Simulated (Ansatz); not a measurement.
# Cr: magnetic orders on spinors

Aim: compare arrangements of the moments in a cell of Cr on spinors, without spin-orbit coupling. The runs shown use LAPW. Companion runs by PAW are cited. Its runs: parallel moments on spinors (LAPW); moments marked - in +- held at 30 degrees to the others (LAPW); moments marked - in +- held at 120 degrees to the others (LAPW); moments start +- on spinors (LAPW).

Method: DFT, PBE, all-electron LAPW, scalar-relativistic, in Ansatz 0.2.0.

## Step 1: The system as given

Symmetry: Im-3m, No. 229, cubic system. The conventional cell has a = 2.969 Å, b = 2.969 Å, c = 2.969 Å, α = 90.00°, β = 90.00°, γ = 90.00°. Cr (site symmetry m-3m) has 8 Cr at 2.57 Å as nearest neighbours.

Coordinates:

```
CELL_PARAMETERS angstrom
2.96890 0.00000 0.00000
0.00000 2.96890 0.00000
0.00000 0.00000 2.96890
ATOMIC_POSITIONS crystal
Cr 0.00000 0.00000 0.00000
Cr 0.50000 0.50000 0.50000
```

In patterns such as +-, the signs follow the magnetic atoms in the order of the input.

Atoms are numbered in the order of the input: Cr1, Cr2.

## Step 2: Parallel moments on spinors, LAPW

The input, input.yaml:

```yaml
crystal:
  lattice:
    - [2.9688993551, 0.0, 0.0]
    - [0.0, 2.9688993551, 0.0]
    - [0.0, 0.0, 2.9688993551]
  atoms:
    - { symbol: Cr, position: [0.0, 0.0, 0.0], spin: 3.0, spin_axis: [0.0, 0.0, 1.0] }
    - { symbol: Cr, position: [0.5, 0.5, 0.5], spin: 3.0, spin_axis: [0.0, 0.0, 1.0] }
magnetization:
  noncollinear: true
kpoints:
  mp_grid: { grid: [11, 11, 11] }
scf:
  occupations: { method: fermi_dirac, width: 0.05 }
  lower_state_search: "off"
hamiltonian:
  xc: pbe
  pseudopotentials: { kind: all_electron, lapw: { basis_error: 0.001 } }
output:
  eigenvalues: false
```

On the command line:

```sh
ansatz run input.yaml --threads 2 --pin off --max-ram 4096MiB --backend cpu --events-out ev --progress --plain --runs-dir out
```

The runs that follow: Moments marked - in +- held at 30 degrees to the others, LAPW; Moments marked - in +- held at 120 degrees to the others, LAPW; Moments start +- on spinors, LAPW.

What does the calculation give? Wanted: lowest (for each run or level that gives them).

The runs gave:

| quantity | value |
| --- | --- |
| lowest (LAPW) | moments start +- on spinors, -80.6 meV a magnetic atom from the reference |
| lowest (PAW) | moments start +- on spinors, -79.1 meV a magnetic atom from the reference |

**Reading.** By LAPW the lowest run is «moments start +- on spinors», 80.6 meV a magnetic atom under «moments marked - in +- held at 120 degrees to the others». By PAW the lowest run is «moments start +- on spinors», 66.7 meV a magnetic atom under «moments marked - in +- held at 150 degrees to the others». In «parallel moments on spinors», «moments marked - in +- held at 30 degrees to the others», «moments marked - in +- held at 120 degrees to the others» the moments died away, leaving the non-magnetic state, a higher solution that the SCF fell into. A run can end in another pattern than it began with. Only this cell's orders were tried, so longer waves of spin are out of reach. Other magnetic orders may lie lower; this is the state that the run reached. The k mesh (11×11×11) wasn't tested for convergence.
